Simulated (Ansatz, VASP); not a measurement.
**Ru in VASP and in Ansatz**

```xyz
2
Lattice="2.7058 0.0000 0.0000 -1.3529 2.3433 0.0000 0.0000 0.0000 4.2819" Properties=species:S:1:pos:R:3 pbc="T T T"
Ru    1.3529    0.7811    3.2114
Ru    0.0000    1.5622    1.0705
```

Alike in both runs: task single point; functional PBE; k mesh 11 × 11 × 6; occupations gaussian, width 0.012 eV; no spin polarisation.

|  | VASP | Ansatz |
| --- | --- | --- |
| version | VASP 6.6.1 | Ansatz 0.2.0 |
| potentials or method | VASP PAW PBE potentials, release 64 (Ru_pv), cutoff 520 eV | all-electron LAPW, scalar-relativistic |

Ansatz gave:

- gap on the k mesh at the Fermi level (eV): none
- pressure (GPa): 4.4
- largest component of the traceless stress (GPa): 0.05

**Question.** Which values does VASP return?

**Answer.** gap on the k mesh at the Fermi level (eV): none; pressure (GPa): 4.4; largest component of the traceless stress (GPa): 0.14.

A gap of «none» marks a metal or a gap that the smearing closes. Ansatz ran all-electron here, so the differences hold the error of VASP's frozen core and of both bases.
